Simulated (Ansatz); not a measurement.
# Nuclear-site quantities of Si$_{2}$Mo as the cell is scaled

```
CELL_PARAMETERS angstrom
-1.60000 1.60000 3.93050
1.60000 -1.60000 3.93050
1.60000 1.60000 -3.93050
ATOMIC_POSITIONS crystal
Si 0.33300 0.33300 0.00000
Si 0.66700 0.66700 0.00000
Mo 0.00000 0.00000 0.00000
```

Atom numbers follow the list: Si1, Si2, Mo3.

The cell is COD entry 1010282, as deposited and not checked against the literature; nothing was relaxed. It is an old determination, and later ones may differ.

Theory: Ansatz 0.2.0, DFT, PBE, all-electron PAW with datasets made for the crystal, scalar-relativistic.

The runs use a Γ-centred 12×12×16 k mesh, Fermi–Dirac smearing of 0.03 eV, cutoff 300 eV (chosen by the program for this cell), no spin polarisation; this mesh doesn't keep the crystal's whole symmetry, which leaves small spurious terms.

The contact density is the mean electron density over the nuclear volume; its changes follow the s electrons' response to bonding and compression. Changes below are taken from the unscaled cell, where it is 12819.6 e/Å³ at Si1, 595302 e/Å³ at Mo3.

The datasets are made afresh for each cell, so very small changes are uncertain.

Does compression raise or lower the contact density at Si1?

It lowers it, by 1.14 e/Å³ over the whole range.

Tabulate the changes with volume.


```csv
V/V(cell),P (GPa),Δρ(0) Si1 (e/Å³),Δρ(0) Mo3 (e/Å³)
0.9400,17.7,-0.53,2.31
0.9600,12.0,-0.36,1.52
0.9800,6.9,-0.19,0.75
0.9900,4.5,-0.09,0.37
1.0000,2.3,0.00,0.00
1.0100,0.1,0.10,-0.37
1.0200,-1.9,0.20,-0.73
1.0400,-5.6,0.40,-1.44
1.0600,-8.9,0.61,-2.13
```
